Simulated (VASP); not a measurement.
# Sb2Pt (Geversite) (Pa-3) in VASP: further runs

The runs below take Sb2Pt (Geversite) through relaxation of cell and atoms, with PBEsol, PBE.

All numbers are computed with VASP 6.6.1; they aren't measurements. Logs are shortened: lines on timing, memory, paths and dates and some standing lists are left out, and cuts for length are marked.

## 1. Starting point

It takes space group Pa-3 (No. 205, cubic). The conventional cell has a = 6.442 Å, b = 6.442 Å, c = 6.442 Å, α = 90.00°, β = 90.00°, γ = 90.00°. Sb (site symmetry 3) is surrounded by 3 Pt at 2.67 Å and 1 Sb at 2.78 Å. Pt (site symmetry -3) is surrounded by 6 Sb at 2.67 Å.

## 2. Relaxation of cell and atoms, PBEsol

INCAR

```
ALGO = Normal ; EDIFF = 1E-6
EDIFFG = -0.01 ; ENCUT = 600
GGA = PS ; IBRION = 2
ISIF = 3 ; ISMEAR = 1
KPAR = 4 ; LASPH = T
LCHARG = F ; LREAL = F
LWAVE = F ; NELM = 80
NSW = 90 ; PREC = Accurate
SIGMA = 0.1
```

KPOINTS

```
k-points
0
Gamma
  6 6 6
```

POSCAR

```
Sb2Pt
1.0
    6.4423000000      0.0000000000      0.0000000000
    0.0000000000      6.4423000000      0.0000000000
    0.0000000000      0.0000000000      6.4423000000
Sb Pt
8 4
Direct
    0.3753000000      0.3753000000      0.3753000000
    0.1247000000      0.6247000000      0.8753000000
    0.8753000000      0.1247000000      0.6247000000
    0.6247000000      0.8753000000      0.1247000000
    0.6247000000      0.6247000000      0.6247000000
    0.8753000000      0.3753000000      0.1247000000
    0.1247000000      0.8753000000      0.3753000000
    0.3753000000      0.1247000000      0.8753000000
    0.0000000000      0.0000000000      0.0000000000
    0.5000000000      0.0000000000      0.5000000000
    0.5000000000      0.5000000000      0.0000000000
    0.0000000000      0.5000000000      0.5000000000
```

Potentials or basis: VASP PAW PBE potentials, release 64 (Sb, Pt).

Launch:

```console
$ cat potpaw_PBE.64/Sb/POTCAR potpaw_PBE.64/Pt/POTCAR > POTCAR
$ mpirun -np 4 vasp_std > vasp.out
```

OUTCAR:

```text
EDIFF = 1E-6
   EDIFFG = -0.01
   ENCUT = 600
   GGA = PS
   IBRION = 2
   ISIF = 3
   ISMEAR = 1
   LASPH = T
   LREAL = F
   NELM = 80
   NSW = 90
   PREC = Accurate

 ion  position               nearest neighbor table
   1  0.375  0.375  0.375-  10 2.67  11 2.67  12 2.67   5 2.78   6 3.60   7 3.60   8 3.60   8 3.60
                             7 3.60   6 3.60
   2  0.125  0.625  0.875-   9 2.67  11 2.67  12 2.67   6 2.78   5 3.60   7 3.60   8 3.60   7 3.60
                             8 3.60   5 3.60
   3  0.875  0.125  0.625-   9 2.67  10 2.67  12 2.67   7 2.78   6 3.60   5 3.60   8 3.60   6 3.60
                             5 3.60   8 3.60
   4  0.625  0.875  0.125-   9 2.67  10 2.67  11 2.67   8 2.78   6 3.60   7 3.60   5 3.60   5 3.60
                             6 3.60   7 3.60
   5  0.625  0.625  0.625-  10 2.67  11 2.67  12 2.67   1 2.78   2 3.60   3 3.60   4 3.60   4 3.60
                             3 3.60   2 3.60
   6  0.875  0.375  0.125-   9 2.67  11 2.67  12 2.67   2 2.78   1 3.60   3 3.60   4 3.60   3 3.60
                             4 3.60   1 3.60
   7  0.125  0.875  0.375-   9 2.67  10 2.67  12 2.67   3 2.78   2 3.60   1 3.60   4 3.60   2 3.60
                             1 3.60   4 3.60
   8  0.375  0.125  0.875-   9 2.67  10 2.67  11 2.67   4 2.78   2 3.60   3 3.60   1 3.60   1 3.60
                             2 3.60   3 3.60
   9  0.000  0.000  0.000-   2 2.67   3 2.67   4 2.67   6 2.67   7 2.67   8 2.67
  10  0.500  0.000  0.500-   1 2.67   3 2.67   4 2.67   5 2.67   7 2.67   8 2.67
  11  0.500  0.500  0.000-   1 2.67   2 2.67   4 2.67   5 2.67   6 2.67   8 2.67
  12  0.000  0.500  0.500-   1 2.67   2 2.67   3 2.67   5 2.67   6 2.67   7 2.67

  LATTYP: Found a simple cubic cell.
 ALAT       =     6.4423000000

  Lattice vectors:

 A1 = (   6.4423000000,   0.0000000000,   0.0000000000)
 A2 = (   0.0000000000,   6.4423000000,   0.0000000000)
 A3 = (   0.0000000000,   0.0000000000,   6.4423000000)

Analysis of symmetry for initial positions (statically):
=====================================================================
 Subroutine PRICEL returns:
 Original cell was already a primitive cell.

 Routine SETGRP: Setting up the symmetry group for a
 simple cubic supercell.

 Subroutine GETGRP returns: Found 24 space group operations
 (whereof  6 operations were pure point group operations)
 out of a pool of 48 trial point group operations.

The static configuration has the point symmetry S_6 .
 The point group associated with its full space group is T_h .

Analysis of symmetry for dynamics (positions and initial velocities):
=====================================================================
 Subroutine PRICEL returns:
 Original cell was already a primitive cell.

 Routine SETGRP: Setting up the symmetry group for a
 simple cubic supercell.

 Subroutine GETGRP returns: Found 24 space group operations
 (whereof  6 operations were pure point group operations)
 out of a pool of 48 trial point group operations.

The dynamic configuration has the point symmetry S_6 .
 The point group associated with its full space group is T_h .
[... 119 lines left out ...]
   LREAL  =      F    real-space projection
   EDIFFG = -.1E-01   stopping-criterion for IOM
   NSW    =     90    number of steps for IOM
   IBRION =      2    ionic relax: 0-MD 1-quasi-New 2-CG
   NFREE  =      1    steps in history (QN), initial steepest desc. (CG)
   ISIF   =      3    stress and relaxation
   ISYM   =      2    0-nonsym 1-usesym 2-fastsym
   POTIM  = 0.5000    time-step for ionic-motion
   TEBEG  =    0.0;   TEEND  =   0.0 temperature during run
   PSTRESS=    0.0 pullay stress
   NELECT =      80.0000    total number of electrons
   NUPDOWN=      -1.0000    fix difference up-down
   EMIN   =  10.00;   EMAX   =-10.00  energy-range for DOS
   EFERMI =   0.00;   METHOD = LEGACY
   ISMEAR =     1;   SIGMA  =   0.10  broadening in eV -4-tet -1-fermi 0-gaus
   EFERMI_NEDOS =   21; number of points for ismear=-14 and -15
   IALGO  =     38    algorithm
   IMIX   =      4    mixing-type and parameters
     AMIX     =   0.40;   BMIX     =  1.00
     AMIX_MAG =   1.60;   BMIX_MAG =  1.00
  volume/ion in A,a.u.               =      22.28       150.36
  Fermi-wavevector in a.u.,A,eV,Ry     =   1.094957  2.069169 16.312456  1.198932
  Thomas-Fermi vector in A             =   2.231272
   LORBIT       =      0    0 simple, 1 ext, 2 COOP (PROOUT), +10 PAW based schemes
   GGA     = PS    functional components
   LHFCALC =     F    Hartree Fock is set to
   AEXX    =    0.0000 exact exchange contribution
   IVDW    =     0    specifies the selected vdW correction
   LEPSILON=     F    determine dielectric tensor
   LRPA    =     F    only Hartree local field effects (RPA)
 conjugate gradient relaxation of ions
 non-spin polarized calculation
 Methfessel and Paxton  Order N= 1 SIGMA  =   0.10
  energy-cutoff  :      600.00
  volume of cell :      267.38
 maximum number of plane-waves:      9008
 NGX is ok and might be reduce to    54
   NGX = 25   NGY = 25   NGZ = 25

--------------------------------------- Ionic step        1  -------------------------------------------

 number of electron      80.0000005 magnetization

 Free energy of the ion-electron system (eV)
  ---------------------------------------------------
  ext. energy  EPLUGINS =         0.00000000
  ---------------------------------------------------
  free energy    TOTEN  =       -70.38811129 eV

  energy without entropy =      -70.38716995  energy(sigma->0) =      -70.38779751

------------------------ aborting loop because EDIFF is reached ----------------------------------------

  FORCE on cell =-STRESS in cart. coord.  units (eV):
  Direction    XX          YY          ZZ          XY          YZ          ZX
  --------------------------------------------------------------------------------------
  -------------------------------------------------------------------------------------
  Total        1.8238102      1.8238102      1.8238102     -0.0000000     -0.0000000      0.0000000
  in kB       10.9286718     10.9286718     10.9286718     -0.0000000     -0.0000000      0.0000000
  external PRESSURE =      10.9286718 kB  Pullay stress =       0.0000000 kB
[... 171 lines left out ...]
--------------------------------------- Ionic step        5  -------------------------------------------

 number of electron      80.0000006 magnetization

 Free energy of the ion-electron system (eV)
  ---------------------------------------------------
  ext. energy  EPLUGINS =         0.00000000
  ---------------------------------------------------
  free energy    TOTEN  =       -70.40226296 eV

  energy without entropy =      -70.40099512  energy(sigma->0) =      -70.40184035

 E-fermi :   9.0914     XC(G=0): -11.0606

 val. band max:        9.0788522987   @ k =   0.3333   0.3333   0.0000
 cond. band min:       9.1357948848   @ k =   0.1667   0.0000   0.0000
 fundamental gap:      0.0569425861
 Fermi energy:         9.0914049655

 k-point     1 :       0.0000    0.0000    0.0000
  band No.  band energies     occupation
      1      -3.6749      2.00000
      2      -1.3890      2.00000
      3      -1.3890      2.00000
      4      -1.3890      2.00000
      5       0.0622      2.00000
      6       0.0622      2.00000
[... 1252 lines left out ...]
  FREE ENERGIE OF THE ION-ELECTRON SYSTEM (eV)
  ---------------------------------------------------
  free  energy   TOTEN  =       -70.4022629570 eV

  energy  without entropy=      -70.4009951234  energy(sigma->0) =      -70.40184035

 reached required accuracy - stopping structural energy minimisation
```

OSZICAR:

```text
N       E                     dE             d eps       ncg     rms          rms(c)
DAV:   1     0.564338556593E+03    0.56434E+03   -0.34123E+04  2304   0.161E+03
DAV:   2    -0.295636505452E+02   -0.59390E+03   -0.56833E+03  2640   0.274E+02
DAV:   3    -0.716899951773E+02   -0.42126E+02   -0.40652E+02  2864   0.746E+01
DAV:   4    -0.728107955524E+02   -0.11208E+01   -0.11110E+01  2680   0.125E+01
[... 42 lines left out ...]
DAV:   1    -0.704023736270E+02   -0.35131E-03   -0.11315E-02  2512   0.461E-01    0.823E-02
DAV:   2    -0.704022870288E+02    0.86598E-04   -0.12692E-03  2544   0.194E-01    0.465E-02
DAV:   3    -0.704022659628E+02    0.21066E-04   -0.99304E-05  2632   0.583E-02    0.223E-02
DAV:   4    -0.704022631000E+02    0.28629E-05   -0.18570E-05  2528   0.132E-02    0.881E-03
DAV:   5    -0.704022629570E+02    0.14295E-06   -0.34156E-06  1912   0.958E-03
   5 F= -.70402263E+02 E0= -.70401840E+02  d E =-.272088E-02
```

CONTCAR:

```text
Sb2Pt
   1.00000000000000
     6.4600575477608979   -0.0000000000000000   -0.0000000000000000
    -0.0000000000000000    6.4600575477608979   -0.0000000000000000
     0.0000000000000000   -0.0000000000000000    6.4600575477608979
  Sb              Pt
     8     4
Direct
     0.3743955486752746    0.3743955486752746    0.3743955486752746
     0.1256044513247254    0.6256044513247254    0.8743955486752746
     0.8743955486752746    0.1256044513247254    0.6256044513247254
     0.6256044513247254    0.8743955486752746    0.1256044513247254
     0.6256044513247254    0.6256044513247254    0.6256044513247254
     0.8743955486752746    0.3743955486752746    0.1256044513247254
     0.1256044513247254    0.8743955486752746    0.3743955486752746
     0.3743955486752746    0.1256044513247254    0.8743955486752746
     0.0000000000000000    0.0000000000000000    0.0000000000000000
     0.5000000000000000    0.0000000000000000    0.5000000000000000
     0.5000000000000000    0.5000000000000000    0.0000000000000000
     0.0000000000000000    0.5000000000000000    0.5000000000000000

  0.00000000E+00  0.00000000E+00  0.00000000E+00
  0.00000000E+00  0.00000000E+00  0.00000000E+00
  0.00000000E+00  0.00000000E+00  0.00000000E+00
  0.00000000E+00  0.00000000E+00  0.00000000E+00
  0.00000000E+00  0.00000000E+00  0.00000000E+00
  0.00000000E+00  0.00000000E+00  0.00000000E+00
  0.00000000E+00  0.00000000E+00  0.00000000E+00
  0.00000000E+00  0.00000000E+00  0.00000000E+00
  0.00000000E+00  0.00000000E+00  0.00000000E+00
  0.00000000E+00  0.00000000E+00  0.00000000E+00
  0.00000000E+00  0.00000000E+00  0.00000000E+00
  0.00000000E+00  0.00000000E+00  0.00000000E+00
```

Wall time 4.2 min (4 MPI ranks of Intel Xeon 6975P-C (Granite Rapids), shared host); peak memory 0.61 GiB.

What came out:

```
Free energy                            : -70.4023 eV
Relaxed volume                         : 22.47 Å³/atom
Relaxed cell                           : a = 6.460 Å, b = 6.460 Å, c = 6.460 Å, α = 90.00°, β = 90.00°, γ = 90.00°
Space group after relaxing (to 0.05 Å) : Pa-3 (No. 205)
Energy gained by relaxing              : 1.2 meV/atom
Ionic steps                            : 5
Pressure after relaxing                : 0.0 GPa
Band gap on the k mesh                 : none (metal or under the smearing width)
```

Forces on the atoms (eV/Å):
```
Sb  -0.001 -0.001 -0.001
Sb   0.001  0.001 -0.001
Sb  -0.001  0.001  0.001
Sb   0.001 -0.001  0.001
Sb   0.001  0.001  0.001
Sb  -0.001 -0.001  0.001
Sb   0.001 -0.001 -0.001
Sb  -0.001  0.001 -0.001
Pt   0.000  0.000  0.000
Pt   0.000  0.000  0.000
Pt   0.000  0.000  0.000
Pt   0.000  0.000  0.000
```

The path:
| step | energy change (eV) | largest force (eV/Å) | pressure (GPa) | volume (Å³) |
| --- | --- | --- | --- | --- |
| 1 | 0.0000 | 0.1650 | 1.09 | 267.38 |
| 2 | 0.0045 | 0.0191 | -1.59 | 273.30 |
| 3 | -0.0114 | 0.0941 | -0.16 | 270.07 |
| 4 | -0.0139 | 0.0280 | -0.04 | 269.73 |
| 5 | -0.0142 | 0.0023 | 0.02 | 269.59 |

Final structure:
```
Sb Pt
1.0
     6.46006    0.00000    0.00000
     0.00000    6.46006    0.00000
     0.00000    0.00000    6.46006
Sb Pt
8 4
Direct
  0.37440 0.37440 0.37440
  0.12560 0.62560 0.87440
  0.87440 0.12560 0.62560
  0.62560 0.87440 0.12560
  0.62560 0.62560 0.62560
  0.87440 0.37440 0.12560
  0.12560 0.87440 0.37440
  0.37440 0.12560 0.87440
  0.00000 0.00000 0.00000
  0.50000 0.00000 0.50000
  0.50000 0.50000 0.00000
  0.00000 0.50000 0.50000
```

Caveat: the PAW data sets were made with another functional, which shifts forces and pressure a little.

## 3. Relaxation of cell and atoms, PBEsol

This run uses another cell than the first one, of 22.47 Å³/atom, 1.008 times its volume.

Edit INCAR of step 2 so:

```diff
@@ -1,3 +1,3 @@
-ALGO = Normal ; EDIFF = 1E-6
-EDIFFG = -0.01 ; ENCUT = 600
+ALGO = Normal ; EDIFF = 1E-7
+EDIFFG = -0.005 ; ENCUT = 600
 GGA = PS ; IBRION = 2
```

KPOINTS is that of step 2.

POSCAR

```
Sb2Pt                                   
1.0
    6.4600575478     -0.0000000000     -0.0000000000
   -0.0000000000      6.4600575478     -0.0000000000
    0.0000000000     -0.0000000000      6.4600575478
  Sb              Pt            
     8     4
Direct
     0.3743955486752746    0.3743955486752746    0.3743955486752746
     0.1256044513247254    0.6256044513247254    0.8743955486752746
     0.8743955486752746    0.1256044513247254    0.6256044513247254
     0.6256044513247254    0.8743955486752746    0.1256044513247254
     0.6256044513247254    0.6256044513247254    0.6256044513247254
     0.8743955486752746    0.3743955486752746    0.1256044513247254
     0.1256044513247254    0.8743955486752746    0.3743955486752746
     0.3743955486752746    0.1256044513247254    0.8743955486752746
     0.0000000000000000    0.0000000000000000    0.0000000000000000
     0.5000000000000000    0.0000000000000000    0.5000000000000000
     0.5000000000000000    0.5000000000000000    0.0000000000000000
     0.0000000000000000    0.5000000000000000    0.5000000000000000
```

Potentials or basis: VASP PAW PBE potentials, release 64 (Sb, Pt).

Launch:

```console
$ cat potpaw_PBE.64/Sb/POTCAR potpaw_PBE.64/Pt/POTCAR > POTCAR
$ mpirun -np 4 vasp_std > vasp.out
```

Run time: 84 s. Hardware: 4 MPI ranks of Intel Xeon 6975P-C (Granite Rapids), shared host; peak memory 0.6 GiB.

The run converged. Its results:

| Quantity | Value |
| --- | --- |
| Free energy | -70.4024 eV |
| Pressure after relaxing | 0.0 GPa |
| Band gap on the k mesh | none (metal or under the smearing width) |

Forces in eV/Å, atoms in the order of the input:
```
Sb  -0.001 -0.001 -0.001
Sb   0.001  0.001 -0.001
Sb  -0.001  0.001  0.001
Sb   0.001 -0.001  0.001
Sb   0.001  0.001  0.001
Sb  -0.001 -0.001  0.001
Sb   0.001 -0.001 -0.001
Sb  -0.001  0.001 -0.001
Pt   0.000  0.000  0.000
Pt   0.000  0.000  0.000
Pt   0.000  0.000  0.000
Pt   0.000  0.000  0.000
```

Final structure:
```xyz
12
Lattice="6.4601 0.0000 0.0000 0.0000 6.4601 0.0000 0.0000 0.0000 6.4601" Properties=species:S:1:pos:R:3 pbc="T T T"
Sb    2.4186    2.4186    2.4186
Sb    0.8114    4.0414    5.6486
Sb    5.6486    0.8114    4.0414
Sb    4.0414    5.6486    0.8114
Sb    4.0414    4.0414    4.0414
Sb    5.6486    2.4186    0.8114
Sb    0.8114    5.6486    2.4186
Sb    2.4186    0.8114    5.6486
Pt    0.0000    0.0000    0.0000
Pt    3.2300    0.0000    3.2300
Pt    3.2300    3.2300    0.0000
Pt    0.0000    3.2300    3.2300
```

Levels at points of the mesh, in eV from the Fermi level:
```csv
k point,band 37,band 38,band 39,band 40,band 41,band 42,band 43,band 44
"(0.00, 0.00, 0.00)",-1.75,-0.55,-0.55,-0.55,-0.04,-0.04,-0.04,0.82
"(0.50, 0.00, 0.00)",-1.47,-1.47,-0.66,-0.66,0.73,0.73,1.49,1.49
"(0.50, 0.50, 0.00)",-0.78,-0.78,-0.78,-0.78,1.70,1.70,1.70,1.70
"(0.50, 0.50, 0.50)",-0.70,-0.70,-0.70,-0.70,-0.08,-0.08,-0.08,-0.08
```

Caveat: the relaxation stopped at its first step, so nothing moved; the PAW data sets were made with another functional, which shifts forces and pressure a little.

## 4. Relaxation of cell and atoms, PBE

INCAR

```
PREC = Accurate
ENCUT = 300
EDIFF = 1E-6
ISMEAR = 1
SIGMA = 0.1
LREAL = F
LASPH = T
NELM = 80
ALGO = Normal
ISIF = 3
LWAVE = F
LCHARG = F
GGA = PE
IBRION = 2
NSW = 90
EDIFFG = -0.01
```

KPOINTS

```
regular mesh
0
Gamma
  3 3 3
```

POSCAR

```
Sb2Pt
1.0
    6.4423000000      0.0000000000      0.0000000000
    0.0000000000      6.4423000000      0.0000000000
    0.0000000000      0.0000000000      6.4423000000
Sb Pt
8 4
Direct
    0.3753000000      0.3753000000      0.3753000000
    0.1247000000      0.6247000000      0.8753000000
    0.8753000000      0.1247000000      0.6247000000
    0.6247000000      0.8753000000      0.1247000000
    0.6247000000      0.6247000000      0.6247000000
    0.8753000000      0.3753000000      0.1247000000
    0.1247000000      0.8753000000      0.3753000000
    0.3753000000      0.1247000000      0.8753000000
    0.0000000000      0.0000000000      0.0000000000
    0.5000000000      0.0000000000      0.5000000000
    0.5000000000      0.5000000000      0.0000000000
    0.0000000000      0.5000000000      0.5000000000
```

Launch:

```console
$ cat potpaw_PBE.64/Sb/POTCAR potpaw_PBE.64/Pt/POTCAR > POTCAR
$ mpirun -np 4 vasp_std > vasp.out
```

It took 36 s on 4 MPI ranks of Intel Xeon Platinum 8488C (Sapphire Rapids), shared host; peak memory 0.14 GiB.

It converged, with:

```
Free energy                            : -63.0388 eV
Relaxed volume                         : 23.35 Å³/atom
Relaxed cell                           : a = 6.544 Å, b = 6.544 Å, c = 6.544 Å, α = 90.00°, β = 90.00°, γ = 90.00°
Space group after relaxing (to 0.05 Å) : Pa-3 (No. 205)
Energy gained by relaxing              : 18.4 meV/atom
Ionic steps                            : 5
Pressure after relaxing                : 0.1 GPa
Largest force after relaxing           : 0.007 eV/Å
Band gap on the k mesh                 : none (metal or under the smearing width)
```

Forces in eV/Å, atoms in the order of the input:
```
Sb  -0.004 -0.004 -0.004
Sb   0.004  0.004 -0.004
Sb  -0.004  0.004  0.004
Sb   0.004 -0.004  0.004
Sb   0.004  0.004  0.004
Sb  -0.004 -0.004  0.004
Sb   0.004 -0.004 -0.004
Sb  -0.004  0.004 -0.004
Pt   0.000  0.000  0.000
Pt   0.000  0.000  0.000
Pt   0.000  0.000  0.000
Pt   0.000  0.000  0.000
```

The path:
```
step  energy change (eV)  largest force (eV/Å)  pressure (GPa)  volume (Å³)
   1              0.0000                0.1214            5.69       267.38
   2              0.1475                0.1122           -5.75       299.19
   3             -0.2210                0.0127           -0.04       280.49
   4             -0.2210                0.0148            0.05       280.22
   5             -0.2210                0.0066            0.06       280.21
```

Final structure:
```
Sb Pt
1.0
     6.54377    0.00000    0.00000
     0.00000    6.54377    0.00000
     0.00000    0.00000    6.54377
Sb Pt
8 4
Direct
  0.37502 0.37502 0.37502
  0.12498 0.62498 0.87502
  0.87502 0.12498 0.62498
  0.62498 0.87502 0.12498
  0.62498 0.62498 0.62498
  0.87502 0.37502 0.12498
  0.12498 0.87502 0.37502
  0.37502 0.12498 0.87502
  0.00000 0.00000 0.00000
  0.50000 0.00000 0.50000
  0.50000 0.50000 0.00000
  0.00000 0.50000 0.50000
```

Levels at points of the mesh, in eV from the Fermi level:
```
           k point  band 37  band 38  band 39  band 40  band 41  band 42  band 43  band 44
(0.00, 0.00, 0.00)    -1.79    -0.54    -0.54    -0.54    -0.10    -0.10    -0.10     0.93
```

The run has no spin-orbit coupling, so splittings on Pt, Sb are missing. PBE usually gives volumes a little too large and moduli too small.
